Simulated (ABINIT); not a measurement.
Write the native input for ABINIT 10.8.3 (patched build) that does the following.

```
Task                : equation of state
Functional          : BP86
Dispersion          : D2
Potentials or basis : JTH PAW PBE v2.0
Cutoff              : 599 eV
k mesh              : 8 × 8 × 8
Occupations         : fermi-dirac, width 0.05 eV
Spin                : no spin polarisation
Fine-grid cutoff    : 1197.3 eV
```

The system is InP.

```
In P
1.0
     0.00000    2.93050    2.93050
     2.93050    0.00000    2.93050
     2.93050    2.93050    0.00000
In P
1 1
Direct
  0.00000 0.00000 0.00000
  0.75000 0.75000 0.75000
```

The input as run:

run.abi

```
ndtset 7
getwfk -1
scalecart1 3*0.9795861087
scalecart2 3*0.9864848297
scalecart3 3*0.9932883884
scalecart4 3*1.0000000000
scalecart5 3*1.0066227096
scalecart6 3*1.0131594038
scalecart7 3*1.0196128224

pp_dirpath "./"
pseudos "In.GGA_PBE-JTH.xml, P.GGA_PBE-JTH.xml"

acell 4.1443528445 4.1443528445 4.1443528445 Angstrom
rprim
     0.0000000000     0.7071067812     0.7071067812
     0.7071067812     0.0000000000     0.7071067812
     0.7071067812     0.7071067812     0.0000000000
ntypat 2
znucl 49 15
natom 2
typat 1 2
xred
     0.0000000000     0.0000000000     0.0000000000
     0.7500000000     0.7500000000     0.7500000000

ecut 598.650497 eV
pawecutdg 44.0
pawxcdev 0

kptopt 1
ngkpt 8 8 8
nshiftk 1
shiftk 0.0 0.0 0.0

ixc -106132
vdw_xc 5

nband 13
occopt 3
tsmear 0.00183747

nstep 100
tolvrs 1.0e-9

iomode 3
prtwf 1
prtden 0
prteig 0
prtebands 0
enunit 1
```

Potentials or basis: JTH PAW PBE v2.0.

The run is started by

```bash
$ abinit run.abi > log 2>&1
```

Results of the run:

```json
{
 "Equilibrium volume": "24.41 Å³/atom",
 "Bulk modulus": "68 GPa",
 "Pressure derivative of the bulk modulus": "4.8"
}
```

Caveat: pressures at fixed basis lie under the slope of the energies; the PAW data sets were made with another functional, which shifts forces and pressure a little.

It took 2.1 min on 1 thread of Arm Neoverse V2 (shared host), peak memory 0.16 GiB.
